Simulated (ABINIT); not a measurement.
The system is HfN.

```
Hf N
1.0
     0.00000    2.25600    2.25600
     2.25600    0.00000    2.25600
     2.25600    2.25600    0.00000
Hf N
1 1
Cartesian
  0.0000 0.0000 0.0000
  2.2560 2.2560 2.2560
```

Base run:

- Program: ABINIT 10.8.3 (patched build)
- Functional: PBEsol
- Potentials or basis: JTH PAW PBE v2.0
- Cutoff: 707 eV
- k mesh: 10 × 10 × 10
- Occupations: fermi-dirac, width 0.05 eV
- Spin: no spin polarisation

Its results: band gap on the k mesh none (metal or under the smearing width); pressure -3.3 GPa.

**Question.** After a change of settings the same cell gave: band gap on the k mesh none (metal or under the smearing width); pressure -4.3 GPa. Which change was it?
A. functional from PBEsol to revPBE; spin from no spin polarisation to spin-orbit coupling, no magnetisation
B. functional from PBEsol to AM05
C. k mesh from 10 × 10 × 10 to 4 × 4 × 4
D. functional from PBEsol to PW91; spin from no spin polarisation to spin-orbit coupling, no magnetisation

**Answer.** B.

Caveats: the PAW data sets were made with another functional, which shifts forces and pressure a little; spin-orbit coupling is left out, which moves the levels of the heavy elements.

Runs at the PBE level aren't shown here.
